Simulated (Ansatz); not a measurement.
# A B–B split interstitial in zincblende BN, 65 atoms, charge +1

Wanted: geometry, formation energy and gap levels of the defect, compared across PBEsol, HSE06 and r²SCAN.

All numbers are computed with Ansatz 0.2.0 (PAW, plane waves).

## 1. Starting point

65 atoms (33 B, 32 N); a = 7.212 Å, b = 7.212 Å, c = 7.212 Å, α = 90.00°, β = 90.00°, γ = 90.00°. All atoms were shaken off their sites by about 0.02 Å along each axis. Defect site 1: (0.500, 0.500, 0.500).

Steps to follow: (2) PBEsol relaxation at the single k point (¼, ¼, ¼), on 1 × NVIDIA GB300 Max-Q with 8 threads of Arm Neoverse-V2; (3) HSE06 single point at the single k point (¼, ¼, ¼), on 1 × NVIDIA GB300 Max-Q with 8 threads of Arm Neoverse-V2; (4) r²SCAN single point at the single k point (¼, ¼, ¼), on 1 × NVIDIA GB300 Max-Q with 8 threads of Arm Neoverse-V2.

## 2. PBEsol relaxation in the fixed cell

in.yaml reads:

```yaml
crystal:
  lattice:
    - [7.211591, 0.000000, 0.000000]
    - [0.000000, 7.211591, 0.000000]
    - [0.000000, 0.000000, 7.211591]
  atoms:
    - { symbol: B, position: [0.999954, 0.996464, 0.002860] }
    - { symbol: B, position: [0.997478, 0.002274, 0.499296] }
    - { symbol: B, position: [0.003149, 0.499683, 0.001594] }
    - { symbol: B, position: [0.001098, 0.498424, 0.505671] }
    - { symbol: B, position: [0.495529, 0.000179, 0.003574] }
    - { symbol: B, position: [0.500214, 0.998526, 0.496490] }
    - { symbol: B, position: [0.501377, 0.497329, 0.000075] }
    - { symbol: B, position: [0.410688, 0.410494, 0.501538] }
    - { symbol: B, position: [0.253591, 0.248251, 0.000553] }
    - { symbol: B, position: [0.244915, 0.247846, 0.500000] }
    - { symbol: B, position: [0.248542, 0.750557, 0.998190] }
    - { symbol: B, position: [0.251908, 0.748248, 0.500946] }
    - { symbol: B, position: [0.747837, 0.251078, 0.000427] }
    - { symbol: B, position: [0.748517, 0.251693, 0.498292] }
    - { symbol: B, position: [0.752085, 0.750422, 0.995109] }
    - { symbol: B, position: [0.747840, 0.754968, 0.502107] }
    - { symbol: B, position: [0.244649, 0.003583, 0.248231] }
    - { symbol: B, position: [0.250488, 0.997098, 0.747587] }
    - { symbol: B, position: [0.250261, 0.498406, 0.246768] }
    - { symbol: B, position: [0.247150, 0.500458, 0.749997] }
    - { symbol: B, position: [0.751140, 0.000877, 0.256072] }
    - { symbol: B, position: [0.747625, 0.998244, 0.746554] }
    - { symbol: B, position: [0.752085, 0.503498, 0.254112] }
    - { symbol: B, position: [0.748363, 0.499809, 0.749171] }
    - { symbol: B, position: [0.997063, 0.250529, 0.251284] }
    - { symbol: B, position: [0.997604, 0.244788, 0.746259] }
    - { symbol: B, position: [0.004586, 0.754394, 0.247200] }
    - { symbol: B, position: [0.995304, 0.751107, 0.752839] }
    - { symbol: B, position: [0.501275, 0.249870, 0.255427] }
    - { symbol: B, position: [0.500122, 0.245374, 0.746986] }
    - { symbol: B, position: [0.500635, 0.750836, 0.249585] }
    - { symbol: B, position: [0.494109, 0.748778, 0.746049] }
    - { symbol: B, position: [0.586985, 0.590380, 0.499813] }
    - { symbol: N, position: [0.125286, 0.128352, 0.122444] }
    - { symbol: N, position: [0.123284, 0.121717, 0.625527] }
    - { symbol: N, position: [0.123532, 0.624883, 0.124886] }
    - { symbol: N, position: [0.128658, 0.622517, 0.622569] }
    - { symbol: N, position: [0.623651, 0.125577, 0.125200] }
    - { symbol: N, position: [0.625697, 0.125324, 0.625049] }
    - { symbol: N, position: [0.628324, 0.622576, 0.122656] }
    - { symbol: N, position: [0.623535, 0.623522, 0.621452] }
    - { symbol: N, position: [0.375498, 0.374717, 0.124464] }
    - { symbol: N, position: [0.377878, 0.373802, 0.624813] }
    - { symbol: N, position: [0.373236, 0.875551, 0.127736] }
    - { symbol: N, position: [0.372902, 0.871012, 0.625902] }
    - { symbol: N, position: [0.876480, 0.380476, 0.125891] }
    - { symbol: N, position: [0.876815, 0.378989, 0.623043] }
    - { symbol: N, position: [0.874274, 0.885669, 0.121891] }
    - { symbol: N, position: [0.877326, 0.880025, 0.625442] }
    - { symbol: N, position: [0.377212, 0.120020, 0.374693] }
    - { symbol: N, position: [0.372589, 0.129782, 0.879308] }
    - { symbol: N, position: [0.380015, 0.623435, 0.378209] }
    - { symbol: N, position: [0.372610, 0.620332, 0.878393] }
    - { symbol: N, position: [0.875932, 0.124529, 0.380897] }
    - { symbol: N, position: [0.874904, 0.126999, 0.870570] }
    - { symbol: N, position: [0.877137, 0.626743, 0.375011] }
    - { symbol: N, position: [0.876467, 0.622503, 0.875866] }
    - { symbol: N, position: [0.123855, 0.377490, 0.375788] }
    - { symbol: N, position: [0.126289, 0.374890, 0.874812] }
    - { symbol: N, position: [0.122955, 0.875686, 0.377974] }
    - { symbol: N, position: [0.127064, 0.875797, 0.878368] }
    - { symbol: N, position: [0.622239, 0.375317, 0.376244] }
    - { symbol: N, position: [0.625168, 0.375468, 0.874016] }
    - { symbol: N, position: [0.628477, 0.877286, 0.372760] }
    - { symbol: N, position: [0.623001, 0.877605, 0.873367] }
  symmetry: { detect: false }
kpoints:
  mp_grid: { grid: [1, 1, 1], shift: [0.25, 0.25, 0.25] }
hamiltonian:
  xc: pbesol
total_charge: 1
scf:
  occupations: { method: fermi_dirac, width: 0.01 }
relax:
  f_tol: 0.03
  max_steps: 80
  escape_saddle: false
  adjacent_minimum: "off"
output:
  forces: true
  eigenvalues: true
  populations: true
  charged_corrections: { epsilon: 7.1 }
```

Started as:

```console
ansatz run in.yaml --threads 8 --pin off --max-ram 118750MiB --runs-dir r --events-out ev --progress --plain --backend cuda --devices 0,
```

After this run come: HSE06 on the final geometry; Single point with r²SCAN.

Q: Predict the outcome of this session. Wanted: for each run, formation energy; host gap; top filled to lowest empty.

**Answer**, as computed:

| level | time | formation energy (eV) | host gap (eV) | top filled to lowest empty (eV) |
| --- | --- | --- | --- | --- |
| PBEsol, relaxation | 35 s (GPU) | 9.11 | 4.26 | 1.73 |
| HSE06 | 13 s (GPU) | 8.86 | 5.81 | 2.81 |
| r²SCAN | 4.5 s (GPU) | 9.72 | 4.98 | 2.00 |

```
     quantity                               value
   relaxation  10 recorded steps, 23.91 eV gained
largest shift                         0.29 Å (B8)
```

**What this shows.** The relaxation lowers the energy by 23.91 eV; the largest shift is 0.29 Å (B8). The formation energy at E_F = VBM goes from 9.11 eV (PBEsol) to 9.72 eV (r²SCAN), as the host gap goes from 4.26 to 4.98 eV. The reservoirs are the elements' reference phases; where the defect changes the composition, the value depends on that choice. r²SCAN puts 1 localised level over 0.1 eV inside the gap, at 2.50 (filled) eV, the tightest of them shared by about 7 atoms. Exact exchange costs time: HSE06 ran about 2.9 times as long as r²SCAN on the same kind of device. The host's edges were read at Γ, so band-like levels at this k point need not coincide with them. One k point and a cell of this size can leave errors of several tenths of an eV. The dielectric constant of 7.1 in the correction is an assumed value.
